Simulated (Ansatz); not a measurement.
A one-shot G0W0 calculation of SiC (wurtzite) with Ansatz, at the level G0W0@HSE06 with 155 empty bands, a screening cutoff of 140 eV and a 6×6×4 mesh. Cell and atoms come from a relaxation with r2SCAN.

Input file:
```yaml
crystal:
  lattice:
    - [3.0753562473, 0.0, 0.0]
    - [-1.5376781236, 2.6633366358, 0.0]
    - [0.0, 0.0, 5.0481081049]
  atoms:
    - { symbol: Si, position: [0.3333333333, 0.6666666667, -0.0004084052] }
    - { symbol: Si, position: [0.6666666667, 0.3333333333, 0.4995915948] }
    - { symbol: C, position: [0.3333333333, 0.6666666667, 0.3754084052] }
    - { symbol: C, position: [0.6666666667, 0.3333333333, 0.8754084052] }
kpoints:
  mp_grid: { grid: [6, 6, 4] }
hamiltonian:
  xc: hse06
scf:
  occupations: { method: fixed }
gw:
  n_empty_bands: 155
  ecut_chi: 140
  qp_bands: [v2, c2]
  qp_kpoints: band_edges
  screening: { model: contour_deformation }
```

Command: `ansatz run input.yaml --threads 2 --pin off --max-ram 3686MiB --backend cpu --events-out ev --progress --plain --runs-dir out`.

Q: It ran on 2 threads of Intel(R) Xeon(R) 6975P-C (Granite Rapids) (shared host), load about 0.2 per core. About how long did it take, and how much host memory at the peak?

A: About 59 s, with a peak of 1.1 GiB.

What the program printed (shortened):
```
Functional definition: HSE06
Crystal: 4 atoms, lattice volume = 41.348 Å³
Basis set: ecut = 420 eV, 785 PW (Γ)
Bands: 12, of which v1, the nominal top of the filled ones, is band 8 counted from 1 (7 counted from 0)
Symmetry: 12 space group operations
Space group: P63mc (ITA 186)
k-points: 21 of 144 (time reversal used)
Exchange kernel: α = 0.2500, screened, ω = 0.2079 Å⁻¹, Wigner–Seitz truncation, v(0) = 1043.0621 eV·Å³, q-mesh 6×6×4
preconditioner: auto → none  [insulator: Δε(μ)=3.129 eV  ℏωp=23.1 eV]
hybrid outer 1: dexx = +5.301e-3 eV, tail = 1.32e-5 eV
hybrid outer 2: dexx = +6.798e-8 eV, tail = 4.70e-8 eV, Δε = 1.47e-3 eV
Free energy (F): -1775.566195 eV
Fermi energy:    9.051617 eV
--- Per-component energies (eV) ---
  E_band       = 38.512528
  E_kinetic    = 271.701356
  E_local      = -208.332993
  E_nonlocal   = 101.090343
  E_hartree    = 65.225102
  E_xc         = -171.528126
  E_vxc        = -176.813283
  E_exx        = -30.428979
  E_paw        = -1234.229970
  E_vpaw       = -18.723569
  E_ewald      = -568.910287
  E_core_change = -0.152669
--- Band table (eV; the first three rows and the last of 21) ---
  k-point 0: bands = […, -0.4779, 7.5956, 7.5956, 8.9359, 9.0516, 9.0516, 15.0186, 16.5180]
  k-point 1: bands = […, 1.1587, 7.3050, 7.7804, 7.7804, 8.8051, 8.8051, 15.3158, 17.0767]
  k-point 2: bands = […, 4.1871, 4.1871, 8.2621, 8.2621, 8.2621, 8.2621, 16.1687, 16.1687]
  k-point 20: bands = […, 0.5731, 0.5731, 2.9148, 2.9148, 7.1494, 7.1494, 15.2478, 15.2478]
--- G₀W₀: contour deformation, 6 samples at zero and on the imaginary axis and 1 off it, 144 q-points, 155 empty bands' worth ---
    ik  band        ε_KS         Σx   Σc(E_QP)       V_xc       Z   E_QP_lin       E_QP  E_QP is
     0     7      9.0516   -18.4169     1.8827   -16.3605  0.8123     8.8778     8.8780  root
     0     8      9.0516   -18.4169     1.8827   -16.3605  0.8123     8.8778     8.8780  root
     0     9     15.0186    -8.9705    -4.5710   -13.7525  0.8245    15.2299    15.2295  root
     0    10     16.5180    -8.9670    -4.9639   -14.0693  0.8097    16.6565    16.6564  root
     1     7      8.8051   -18.4680     1.9448   -16.3438  0.8116     8.6255     8.6257  root
     1     8      8.8051   -18.4680     1.9448   -16.3438  0.8116     8.6255     8.6257  root
     1     9     15.3158    -8.8801    -4.6223   -13.7126  0.8236    15.5261    15.5258  root
     1    10     17.0767    -7.4401    -4.8431   -12.4892  0.8214    17.2831    17.2827  root
     3     7      8.5467   -18.3393     1.9162   -16.2358  0.8115     8.3592     8.3595  root
     3     8      8.7320   -18.5461     1.9623   -16.4037  0.8114     8.5516     8.5519  root
     3     9     15.0383    -7.6751    -4.5247   -12.3714  0.8282    15.2100    15.2098  root
     3    10     17.1030    -8.1988    -5.0171   -13.3848  0.8106    17.2722    17.2719  root
     4     7      7.8887   -18.2709     2.0738   -15.9985  0.8093     7.6898     7.6901  root
     4     8      8.3831   -18.5053     2.0306   -16.2865  0.8105     8.1947     8.1949  root
     4     9     14.9615    -7.4975    -4.5238   -12.1845  0.8286    15.1248    15.1247  root
     4    10     16.7110    -7.2556    -4.8386   -12.2674  0.8195    16.8845    16.8842  root
     6     7      7.0881   -17.9766     2.1413   -15.6245  0.8073     6.8770     6.8774  root
     6     8      8.0455   -18.6429     2.1205   -16.3301  0.8092     7.8529     7.8532  root
     6     9     13.4206    -7.2576    -4.2456   -11.6526  0.8353    13.5702    13.5700  root
     6    10     15.0398    -6.7679    -4.5188   -11.4295  0.8251    15.1827    15.1826  root
     7     7      7.3711   -18.3889     2.1879   -15.9978  0.8071     7.1676     7.1679  root
     7     8      7.6051   -18.5599     2.2048   -16.1543  0.8077     7.4041     7.4045  root
     7     9     13.3907    -7.3695    -4.2329   -11.7459  0.8340    13.5344    13.5343  root
     7    10     14.4937    -6.9310    -4.4549   -11.5261  0.8299    14.6341    14.6340  root
     8     7      6.7448   -18.5294     2.4009   -15.9168  0.8040     6.5329     6.5333  root
     8     8      6.7448   -18.5294     2.4009   -15.9168  0.8040     6.5329     6.5333  root
     8     9     13.9015    -7.3024    -4.3213   -11.7666  0.8315    14.0444    14.0443  root
     8    10     13.9015    -7.3024    -4.3213   -11.7666  0.8315    14.0444    14.0443  root
     9     7      5.5371   -17.3766     2.3945   -14.7620  0.8002     5.3167     5.3170  root
     9     8      7.7306   -18.6887     2.1945   -16.2978  0.8080     7.5340     7.5343  root
     9     9     12.7910    -7.1346    -4.1532   -11.4312  0.8376    12.9344    12.9343  root
     9    10     14.3013    -7.3135    -4.3014   -11.7694  0.8259    14.4560    14.4558  root
    10     7      6.5323   -18.0140     2.2902   -15.5103  0.8046     6.3183     6.3187  root
    10     8      7.2652   -18.5997     2.2847   -16.1107  0.8063     7.0606     7.0609  root
    10     9     13.1340    -7.1054    -4.2167   -11.4634  0.8362    13.2755    13.2754  root
    10    10     13.2884    -7.4939    -4.1484   -11.7842  0.8316    13.4304    13.4303  root
  […]
```

The rows of the band table are 0: (0, 0, 0) = Γ, 1: (0, 0, 1/4), 2: (0, 0, -1/2), 20: (1/3, 1/3, -1/2).

The points are ik 0 = (0, 0, 0) (Γ), ik 1 = (0, 0, 1/4), ik 3 = (0, 1/6, 0), ik 4 = (0, 1/6, 1/4), ik 6 = (0, 1/3, 0), ik 7 = (0, 1/3, 1/4), ik 8 = (0, 1/3, -1/2), ik 9 = (0, -1/2, 0), ik 10 = (0, -1/2, 1/4), ik 17 = (1/6, 1/3, -1/2), ik 18 = (1/3, 1/3, 0), ik 20 = (1/3, 1/3, -1/2); band 8 is the last filled one.

Over the mesh points the HSE06 gap of 3.16 eV becomes a quasiparticle gap of 3.43 eV (Γ to k = (1/3, 1/3, 0)), a change of +0.27 eV. Renormalisation factors Z lie between 0.79 and 0.84. The G0W0 figures hold for the stated bands, cutoff and mesh and aren't extrapolated.

The values are computed, spin-unpolarised, and not measurements.
